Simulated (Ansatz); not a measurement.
# C (diamond 216-atom cell): levels of theory, part 3 of 3

Aim: for C (diamond 216-atom cell), compare levels of theory; the runs are relaxing the atoms and single point.

Ansatz 0.2.0; DFT PBE, scalar-relativistic, plane waves, PAW, and further levels as typed in the inputs.

## 3. Single point

It takes the final geometry of step 2.

input.yaml reads:

```yaml
crystal:
  lattice:
    - [10.71, 0.0, 0.0]
    - [0.0, 10.71, 0.0]
    - [0.0, 0.0, 10.71]
  atoms:
    - { symbol: C, position: [0.0, 0.0, 0.0] }
    - { symbol: C, position: [0.0833333333, 0.0833333333, 0.0833333333] }
    - { symbol: C, position: [0.0833333333, 0.9166666667, 0.9166666667] }
    - { symbol: C, position: [0.9166666667, 0.0833333333, 0.9166666667] }
    - { symbol: C, position: [0.9166666667, 0.9166666667, 0.0833333333] }
    - { symbol: C, position: [0.0, 0.1666666667, 0.1666666667] }
    - { symbol: C, position: [0.0, 0.1666666667, 0.8333333333] }
    - { symbol: C, position: [0.0, 0.8333333333, 0.1666666667] }
    - { symbol: C, position: [0.0, 0.8333333333, 0.8333333333] }
    - { symbol: C, position: [0.1666666667, 0.0, 0.1666666667] }
    - { symbol: C, position: [0.1666666667, 0.0, 0.8333333333] }
    - { symbol: C, position: [0.8333333333, 0.0, 0.1666666667] }
    - { symbol: C, position: [0.8333333333, 0.0, 0.8333333333] }
    - { symbol: C, position: [0.1666666667, 0.1666666667, 0.0] }
    - { symbol: C, position: [0.1666666667, 0.8333333333, 0.0] }
    - { symbol: C, position: [0.8333333333, 0.1666666667, 0.0] }
    - { symbol: C, position: [0.8333333333, 0.8333333333, 0.0] }
    - { symbol: C, position: [0.0833333333, 0.0833333333, 0.75] }
    - { symbol: C, position: [0.0833333333, 0.75, 0.0833333333] }
    - { symbol: C, position: [0.75, 0.0833333333, 0.0833333333] }
    - { symbol: C, position: [0.0833333333, 0.25, 0.9166666667] }
    - { symbol: C, position: [0.0833333333, 0.9166666667, 0.25] }
    - { symbol: C, position: [0.75, 0.9166666667, 0.9166666667] }
    - { symbol: C, position: [0.25, 0.0833333333, 0.9166666667] }
    - { symbol: C, position: [0.9166666667, 0.0833333333, 0.25] }
    - { symbol: C, position: [0.9166666667, 0.75, 0.9166666667] }
    - { symbol: C, position: [0.25, 0.9166666667, 0.0833333333] }
    - { symbol: C, position: [0.9166666667, 0.25, 0.0833333333] }
    - { symbol: C, position: [0.9166666667, 0.9166666667, 0.75] }
    - { symbol: C, position: [0.0, 0.0, 0.3333333333] }
    - { symbol: C, position: [0.0, 0.0, 0.6666666667] }
    - { symbol: C, position: [0.0, 0.3333333333, 0.0] }
    - { symbol: C, position: [0.0, 0.6666666667, 0.0] }
    - { symbol: C, position: [0.3333333333, 0.0, 0.0] }
    - { symbol: C, position: [0.6666666667, 0.0, 0.0] }
    - { symbol: C, position: [0.0833333333, 0.75, 0.75] }
    - { symbol: C, position: [0.75, 0.0833333333, 0.75] }
    - { symbol: C, position: [0.75, 0.75, 0.0833333333] }
    - { symbol: C, position: [0.0833333333, 0.25, 0.25] }
    - { symbol: C, position: [0.75, 0.25, 0.9166666667] }
    - { symbol: C, position: [0.75, 0.9166666667, 0.25] }
    - { symbol: C, position: [0.25, 0.0833333333, 0.25] }
    - { symbol: C, position: [0.25, 0.75, 0.9166666667] }
    - { symbol: C, position: [0.9166666667, 0.75, 0.25] }
    - { symbol: C, position: [0.25, 0.25, 0.0833333333] }
    - { symbol: C, position: [0.25, 0.9166666667, 0.75] }
    - { symbol: C, position: [0.9166666667, 0.25, 0.75] }
    - { symbol: C, position: [0.3333333333, 0.1666666667, 0.1666666667] }
    - { symbol: C, position: [0.3333333333, 0.1666666667, 0.8333333333] }
    - { symbol: C, position: [0.3333333333, 0.8333333333, 0.1666666667] }
    - { symbol: C, position: [0.3333333333, 0.8333333333, 0.8333333333] }
    - { symbol: C, position: [0.6666666667, 0.1666666667, 0.1666666667] }
    - { symbol: C, position: [0.6666666667, 0.1666666667, 0.8333333333] }
    - { symbol: C, position: [0.6666666667, 0.8333333333, 0.1666666667] }
    - { symbol: C, position: [0.6666666667, 0.8333333333, 0.8333333333] }
    - { symbol: C, position: [0.1666666667, 0.3333333333, 0.1666666667] }
    - { symbol: C, position: [0.1666666667, 0.3333333333, 0.8333333333] }
    - { symbol: C, position: [0.1666666667, 0.6666666667, 0.1666666667] }
    - { symbol: C, position: [0.1666666667, 0.6666666667, 0.8333333333] }
    - { symbol: C, position: [0.8333333333, 0.3333333333, 0.1666666667] }
    - { symbol: C, position: [0.8333333333, 0.3333333333, 0.8333333333] }
    - { symbol: C, position: [0.8333333333, 0.6666666667, 0.1666666667] }
    - { symbol: C, position: [0.8333333333, 0.6666666667, 0.8333333333] }
    - { symbol: C, position: [0.1666666667, 0.1666666667, 0.3333333333] }
    - { symbol: C, position: [0.1666666667, 0.1666666667, 0.6666666667] }
    - { symbol: C, position: [0.1666666667, 0.8333333333, 0.3333333333] }
    - { symbol: C, position: [0.1666666667, 0.8333333333, 0.6666666667] }
    - { symbol: C, position: [0.8333333333, 0.1666666667, 0.3333333333] }
    - { symbol: C, position: [0.8333333333, 0.1666666667, 0.6666666667] }
    - { symbol: C, position: [0.8333333333, 0.8333333333, 0.3333333333] }
    - { symbol: C, position: [0.8333333333, 0.8333333333, 0.6666666667] }
    - { symbol: C, position: [0.0833333333, 0.0833333333, 0.4166666667] }
    - { symbol: C, position: [0.0833333333, 0.4166666667, 0.0833333333] }
    - { symbol: C, position: [0.4166666667, 0.0833333333, 0.0833333333] }
    - { symbol: C, position: [0.75, 0.75, 0.75] }
    - { symbol: C, position: [0.0833333333, 0.5833333333, 0.9166666667] }
    - { symbol: C, position: [0.0833333333, 0.9166666667, 0.5833333333] }
    - { symbol: C, position: [0.4166666667, 0.9166666667, 0.9166666667] }
    - { symbol: C, position: [0.75, 0.25, 0.25] }
    - { symbol: C, position: [0.25, 0.75, 0.25] }
    - { symbol: C, position: [0.5833333333, 0.0833333333, 0.9166666667] }
    - { symbol: C, position: [0.9166666667, 0.0833333333, 0.5833333333] }
    - { symbol: C, position: [0.9166666667, 0.4166666667, 0.9166666667] }
    - { symbol: C, position: [0.25, 0.25, 0.75] }
    - { symbol: C, position: [0.5833333333, 0.9166666667, 0.0833333333] }
    - { symbol: C, position: [0.9166666667, 0.5833333333, 0.0833333333] }
    - { symbol: C, position: [0.9166666667, 0.9166666667, 0.4166666667] }
    - { symbol: C, position: [0.0, 0.3333333333, 0.3333333333] }
    - { symbol: C, position: [0.0, 0.3333333333, 0.6666666667] }
    - { symbol: C, position: [0.0, 0.6666666667, 0.3333333333] }
    - { symbol: C, position: [0.0, 0.6666666667, 0.6666666667] }
    - { symbol: C, position: [0.3333333333, 0.0, 0.3333333333] }
    - { symbol: C, position: [0.3333333333, 0.0, 0.6666666667] }
    - { symbol: C, position: [0.3333333333, 0.3333333333, 0.0] }
    - { symbol: C, position: [0.3333333333, 0.6666666667, 0.0] }
    - { symbol: C, position: [0.6666666667, 0.0, 0.3333333333] }
    - { symbol: C, position: [0.6666666667, 0.0, 0.6666666667] }
    - { symbol: C, position: [0.6666666667, 0.3333333333, 0.0] }
    - { symbol: C, position: [0.6666666667, 0.6666666667, 0.0] }
    - { symbol: C, position: [0.0833333333, 0.4166666667, 0.75] }
    - { symbol: C, position: [0.0833333333, 0.75, 0.4166666667] }
    - { symbol: C, position: [0.4166666667, 0.0833333333, 0.75] }
    - { symbol: C, position: [0.4166666667, 0.75, 0.0833333333] }
    - { symbol: C, position: [0.75, 0.0833333333, 0.4166666667] }
    - { symbol: C, position: [0.75, 0.4166666667, 0.0833333333] }
    - { symbol: C, position: [0.0833333333, 0.25, 0.5833333333] }
    - { symbol: C, position: [0.0833333333, 0.5833333333, 0.25] }
    - { symbol: C, position: [0.4166666667, 0.25, 0.9166666667] }
    - { symbol: C, position: [0.4166666667, 0.9166666667, 0.25] }
    - { symbol: C, position: [0.75, 0.5833333333, 0.9166666667] }
    - { symbol: C, position: [0.75, 0.9166666667, 0.5833333333] }
    - { symbol: C, position: [0.25, 0.0833333333, 0.5833333333] }
    - { symbol: C, position: [0.25, 0.4166666667, 0.9166666667] }
    - { symbol: C, position: [0.5833333333, 0.0833333333, 0.25] }
    - { symbol: C, position: [0.5833333333, 0.75, 0.9166666667] }
    - { symbol: C, position: [0.9166666667, 0.4166666667, 0.25] }
    - { symbol: C, position: [0.9166666667, 0.75, 0.5833333333] }
    - { symbol: C, position: [0.25, 0.5833333333, 0.0833333333] }
    - { symbol: C, position: [0.25, 0.9166666667, 0.4166666667] }
    - { symbol: C, position: [0.5833333333, 0.25, 0.0833333333] }
    - { symbol: C, position: [0.5833333333, 0.9166666667, 0.75] }
    - { symbol: C, position: [0.9166666667, 0.25, 0.4166666667] }
    - { symbol: C, position: [0.9166666667, 0.5833333333, 0.75] }
    - { symbol: C, position: [0.0, 0.1666666667, 0.5] }
    - { symbol: C, position: [0.0, 0.5, 0.1666666667] }
    - { symbol: C, position: [0.0, 0.5, 0.8333333333] }
    - { symbol: C, position: [0.0, 0.8333333333, 0.5] }
    - { symbol: C, position: [0.1666666667, 0.0, 0.5] }
    - { symbol: C, position: [0.5, 0.0, 0.1666666667] }
    - { symbol: C, position: [0.5, 0.0, 0.8333333333] }
    - { symbol: C, position: [0.8333333333, 0.0, 0.5] }
    - { symbol: C, position: [0.1666666667, 0.5, 0.0] }
    - { symbol: C, position: [0.5, 0.1666666667, 0.0] }
    - { symbol: C, position: [0.5, 0.8333333333, 0.0] }
    - { symbol: C, position: [0.8333333333, 0.5, 0.0] }
    - { symbol: C, position: [0.4166666667, 0.75, 0.75] }
    - { symbol: C, position: [0.75, 0.4166666667, 0.75] }
    - { symbol: C, position: [0.75, 0.75, 0.4166666667] }
    - { symbol: C, position: [0.4166666667, 0.25, 0.25] }
    - { symbol: C, position: [0.75, 0.25, 0.5833333333] }
    - { symbol: C, position: [0.75, 0.5833333333, 0.25] }
    - { symbol: C, position: [0.25, 0.4166666667, 0.25] }
    - { symbol: C, position: [0.25, 0.75, 0.5833333333] }
    - { symbol: C, position: [0.5833333333, 0.75, 0.25] }
    - { symbol: C, position: [0.25, 0.25, 0.4166666667] }
    - { symbol: C, position: [0.25, 0.5833333333, 0.75] }
    - { symbol: C, position: [0.5833333333, 0.25, 0.75] }
    - { symbol: C, position: [0.3333333333, 0.3333333333, 0.3333333333] }
    - { symbol: C, position: [0.3333333333, 0.3333333333, 0.6666666667] }
    - { symbol: C, position: [0.3333333333, 0.6666666667, 0.3333333333] }
    - { symbol: C, position: [0.3333333333, 0.6666666667, 0.6666666667] }
    - { symbol: C, position: [0.6666666667, 0.3333333333, 0.3333333333] }
    - { symbol: C, position: [0.6666666667, 0.3333333333, 0.6666666667] }
    - { symbol: C, position: [0.6666666667, 0.6666666667, 0.3333333333] }
    - { symbol: C, position: [0.6666666667, 0.6666666667, 0.6666666667] }
    - { symbol: C, position: [0.0833333333, 0.4166666667, 0.4166666667] }
    - { symbol: C, position: [0.4166666667, 0.0833333333, 0.4166666667] }
    - { symbol: C, position: [0.4166666667, 0.4166666667, 0.0833333333] }
    - { symbol: C, position: [0.0833333333, 0.5833333333, 0.5833333333] }
    - { symbol: C, position: [0.4166666667, 0.5833333333, 0.9166666667] }
    - { symbol: C, position: [0.4166666667, 0.9166666667, 0.5833333333] }
    - { symbol: C, position: [0.5833333333, 0.0833333333, 0.5833333333] }
    - { symbol: C, position: [0.5833333333, 0.4166666667, 0.9166666667] }
    - { symbol: C, position: [0.9166666667, 0.4166666667, 0.5833333333] }
    - { symbol: C, position: [0.5833333333, 0.5833333333, 0.0833333333] }
    - { symbol: C, position: [0.5833333333, 0.9166666667, 0.4166666667] }
    - { symbol: C, position: [0.9166666667, 0.5833333333, 0.4166666667] }
    - { symbol: C, position: [0.3333333333, 0.1666666667, 0.5] }
    - { symbol: C, position: [0.3333333333, 0.5, 0.1666666667] }
    - { symbol: C, position: [0.3333333333, 0.5, 0.8333333333] }
    - { symbol: C, position: [0.3333333333, 0.8333333333, 0.5] }
    - { symbol: C, position: [0.6666666667, 0.1666666667, 0.5] }
    - { symbol: C, position: [0.6666666667, 0.5, 0.1666666667] }
    - { symbol: C, position: [0.6666666667, 0.5, 0.8333333333] }
    - { symbol: C, position: [0.6666666667, 0.8333333333, 0.5] }
    - { symbol: C, position: [0.1666666667, 0.3333333333, 0.5] }
    - { symbol: C, position: [0.1666666667, 0.6666666667, 0.5] }
    - { symbol: C, position: [0.5, 0.3333333333, 0.1666666667] }
    - { symbol: C, position: [0.5, 0.3333333333, 0.8333333333] }
    - { symbol: C, position: [0.5, 0.6666666667, 0.1666666667] }
    - { symbol: C, position: [0.5, 0.6666666667, 0.8333333333] }
    - { symbol: C, position: [0.8333333333, 0.3333333333, 0.5] }
    - { symbol: C, position: [0.8333333333, 0.6666666667, 0.5] }
    - { symbol: C, position: [0.1666666667, 0.5, 0.3333333333] }
    - { symbol: C, position: [0.1666666667, 0.5, 0.6666666667] }
    - { symbol: C, position: [0.5, 0.1666666667, 0.3333333333] }
    - { symbol: C, position: [0.5, 0.1666666667, 0.6666666667] }
    - { symbol: C, position: [0.5, 0.8333333333, 0.3333333333] }
    - { symbol: C, position: [0.5, 0.8333333333, 0.6666666667] }
    - { symbol: C, position: [0.8333333333, 0.5, 0.3333333333] }
    - { symbol: C, position: [0.8333333333, 0.5, 0.6666666667] }
    - { symbol: C, position: [0.4166666667, 0.4166666667, 0.75] }
    - { symbol: C, position: [0.4166666667, 0.75, 0.4166666667] }
    - { symbol: C, position: [0.75, 0.4166666667, 0.4166666667] }
    - { symbol: C, position: [0.4166666667, 0.25, 0.5833333333] }
    - { symbol: C, position: [0.4166666667, 0.5833333333, 0.25] }
    - { symbol: C, position: [0.75, 0.5833333333, 0.5833333333] }
    - { symbol: C, position: [0.25, 0.4166666667, 0.5833333333] }
    - { symbol: C, position: [0.5833333333, 0.4166666667, 0.25] }
    - { symbol: C, position: [0.5833333333, 0.75, 0.5833333333] }
    - { symbol: C, position: [0.25, 0.5833333333, 0.4166666667] }
    - { symbol: C, position: [0.5833333333, 0.25, 0.4166666667] }
    - { symbol: C, position: [0.5833333333, 0.5833333333, 0.75] }
    - { symbol: C, position: [0.0, 0.5, 0.5] }
    - { symbol: C, position: [0.5, 0.0, 0.5] }
    - { symbol: C, position: [0.5, 0.5, 0.0] }
    - { symbol: C, position: [0.4166666667, 0.4166666667, 0.4166666667] }
    - { symbol: C, position: [0.4166666667, 0.5833333333, 0.5833333333] }
    - { symbol: C, position: [0.5833333333, 0.4166666667, 0.5833333333] }
    - { symbol: C, position: [0.5833333333, 0.5833333333, 0.4166666667] }
    - { symbol: C, position: [0.3333333333, 0.5, 0.5] }
    - { symbol: C, position: [0.6666666667, 0.5, 0.5] }
    - { symbol: C, position: [0.5, 0.3333333333, 0.5] }
    - { symbol: C, position: [0.5, 0.6666666667, 0.5] }
    - { symbol: C, position: [0.5, 0.5, 0.3333333333] }
    - { symbol: C, position: [0.5, 0.5, 0.6666666667] }
scf:
  occupations: { method: fixed }
output:
  forces: true
  stress: false
  eigenvalues: true
  efg: {}
kpoints:
  mp_grid: { grid: [1, 1, 1] }
hamiltonian:
  xc: pbe
```

Started as:

```console
> ansatz run input.yaml --threads 8 --pin off --max-ram 18432MiB --backend cpu --events-out ev --progress --plain --runs-dir out
```

Log (excerpt; [...] marks lines left out):

```text
Warning: RAYON_NUM_THREADS=8 ignored (pool sized by the plan → 8); use --threads N
[...]
Pseudopotentials: kind: paw
Pseudopotential: C, paw, valence charge 4, recommended cutoff 420 eV (normal), C.paw.azcp
Functional definition: PBE
[...]
Crystal: 216 atoms, lattice volume = 1228.481 Å³
Basis set: ecut = 420 eV, 23871 PW (Γ), exchange–correlation on 144×144×144 points (8 copies of the dense FFT grid, shifted against one another)
[...]
            electrostatic potential = -419.134548 V   contact ρ = none
[...]
            electrostatic potential = -419.134548 V   contact ρ = none
[...]
            electrostatic potential = -419.134548 V   contact ρ = none
[...]
            electrostatic potential = -419.134548 V   contact ρ = none
[...]
            electrostatic potential = -419.134548 V   contact ρ = none
[...]
            electrostatic potential = -419.134548 V   contact ρ = none
[...]
            electrostatic potential = -419.134548 V   contact ρ = none
--- Band table (eV) ---
[...]
```

Run time: 12 s. Hardware: 8 threads of Intel Xeon Platinum 8259CL at 2.50GHz (Skylake/Cascade Lake), shared host; peak memory 2.1 GiB.

## 4. Single point: r2SCAN

It takes the final geometry of step 2.

Changes to input.yaml since step 3:

```diff
@@ -232,2 +232,2 @@
 hamiltonian:
-  xc: pbe
+  xc: r2scan
```

Started as:

```console
> ansatz run input.yaml --threads 8 --pin off --max-ram 18432MiB --backend cpu --events-out ev --progress --plain --runs-dir out
```

Log (excerpt; [...] marks lines left out):

```text
Warning: RAYON_NUM_THREADS=8 ignored (pool sized by the plan → 8); use --threads N
[...]
[... 1 set-up line as earlier in the session ...]
Pseudopotential: C, paw, valence charge 4, recommended cutoff 500 eV (meta_gga), C.paw.azcp
Functional definition: r2SCAN
[...]
Crystal: 216 atoms, lattice volume = 1228.481 Å³
Basis set: ecut = 500 eV, 31343 PW (Γ), exchange–correlation on 320×320×320 points (64 copies of the dense FFT grid, shifted against one another)
[...]
            electrostatic potential = -418.839414 V   contact ρ = none
[...]
            electrostatic potential = -418.839414 V   contact ρ = none
[...]
            electrostatic potential = -418.839414 V   contact ρ = none
[...]
            electrostatic potential = -418.839414 V   contact ρ = none
[...]
            electrostatic potential = -418.839414 V   contact ρ = none
[...]
            electrostatic potential = -418.839414 V   contact ρ = none
[...]
            electrostatic potential = -418.839414 V   contact ρ = none
--- Band table (eV) ---
[...]
```

Wall time 20 s (8 threads of Intel Xeon Platinum 8259CL at 2.50GHz (Skylake/Cascade Lake), shared host); peak memory 4 GiB.

## 5. Single point: HSE06

It takes the final geometry of step 2.

Changes to input.yaml since step 4:

```diff
@@ -232,2 +232,2 @@
 hamiltonian:
-  xc: r2scan
+  xc: hse06
```

Started as:

```console
> ansatz run input.yaml --threads 8 --pin off --max-ram 18432MiB --backend cpu --events-out ev --progress --plain --runs-dir out
```

Log (excerpt; [...] marks lines left out):

```text
Warning: RAYON_NUM_THREADS=8 ignored (pool sized by the plan → 8); use --threads N
[...]
[... 2 set-up lines as earlier in the session ...]
Functional definition: HSE06
[...]
davidson cushion auto → on  (no smearing: the cushion is to keep the highest requested band from converging to the state above it; pin scf.eigensolver.cushion to override)
Crystal: 216 atoms, lattice volume = 1228.481 Å³
[...]
            electrostatic potential = -418.746920 V   contact ρ = none
[...]
            electrostatic potential = -418.746920 V   contact ρ = none
[...]
            electrostatic potential = -418.746920 V   contact ρ = none
[...]
            electrostatic potential = -418.746920 V   contact ρ = none
[...]
            electrostatic potential = -418.746920 V   contact ρ = none
[...]
            electrostatic potential = -418.746920 V   contact ρ = none
[...]
            electrostatic potential = -418.746920 V   contact ρ = none
--- Band table (eV) ---
[...]
```

Wall time 4.6 min (8 threads of Intel Xeon Platinum 8259CL at 2.50GHz (Skylake/Cascade Lake), shared host); peak memory 7.3 GiB.

## 6. The runs side by side

The summary covers parts 1 to 3.

```
step   level  volume (Å³/atom)  pressure (GPa)  energy above the lowest (meV/atom)  gap on the mesh (eV)  gap less the measured one (eV)     time
   2     PBE              5.69             n/a                                 0.0                   n/a                             n/a     11 s
   3     PBE              5.69             n/a                                 0.0                  4.15                           -1.32     12 s
   4  r2SCAN              5.69             n/a                                 n/a                  4.36                           -1.11     20 s
   5   HSE06              5.69             n/a                                 n/a                  5.33                           -0.14  4.6 min
```

Energies compare only among runs of one formula, size, charge, level and basis; each such set counts from its lowest member.

In words: The measured gap used in the table is 5.47 eV (300 K; a printed reference work, textbook); excitons, temperature and zero-point motion are not in these runs.
